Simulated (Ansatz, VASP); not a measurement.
# MgS: VASP and Ansatz over several settings

```
S Mg
1.0
     0.00000    2.83312    2.83312
     2.83312    0.00000    2.83312
     2.83312    2.83312    0.00000
S Mg
1 1
Direct
  0.25000 0.25000 0.25000
  0.00000 0.00000 0.00000
```

The cell comes from a database or a generator and needn't be the stable form of this composition.

Single points on this cell with VASP 6.6.1 and Ansatz 0.2.0. Each row is one pair of runs. Alike in all rows: spin: off; smearing: fermi-dirac, width 0.05 eV.

| level | k mesh | VASP's potentials, cutoff | Ansatz's potentials, cutoff | gap on the k mesh at the Fermi level (eV), VASP | gap on the k mesh at the Fermi level (eV), Ansatz | least direct gap on the mesh (eV), VASP | least direct gap on the mesh (eV), Ansatz | pressure (GPa), VASP | pressure (GPa), Ansatz |
| --- | --- | --- | --- | --- | --- | --- | --- | --- | --- |
| PBEsol | 8 × 8 × 8 | VASP PAW PBE potentials, release 64 (S, Mg), 520 eV | Ansatz PAW, 420 eV | 3.29 | 3.28 | 3.29 | 3.28 | -0.5 | -0.4 |
| PBE0 | 4 × 4 × 4 | VASP PAW PBE potentials, release 64 (S, Mg), 520 eV | Ansatz PAW, 420 eV | 5.23 | 5.22 | 5.23 | 5.22 | -0.3 | -0.1 |
| LDA | 8 × 8 × 8 | VASP PAW LDA potentials, release 64 (S, Mg), 520 eV | Ansatz PAW, 420 eV | 3.18 | 3.17 | 3.18 | 3.17 | -2.5 | -2.2 |
| r2SCAN | 8 × 8 × 8 | VASP PAW PBE potentials, release 64 (S, Mg), 520 eV | Ansatz PAW, 500 eV | 4.12 | 4.13 | 4.12 | 4.13 | -0.4 | -0.1 |

Gap on the k mesh at the fermi level (eV): the two programs differ by at most 0.016; least direct gap on the mesh (eV): the two programs differ by at most 0.016; pressure (GPa): the two programs differ by at most 0.33.

Caveats: the k mesh is coarse (spacing up to 0.48 Å⁻¹), so the values aren't converged, least of all with exact exchange (some rows); the PAW data sets were made with another functional, which shifts forces and pressure a little (VASP); the PAW data sets come from PBE, with cores solved anew for the run's functional, which leaves a small shift of forces and pressure (Ansatz); the thresholds are loose for stress (Ansatz).
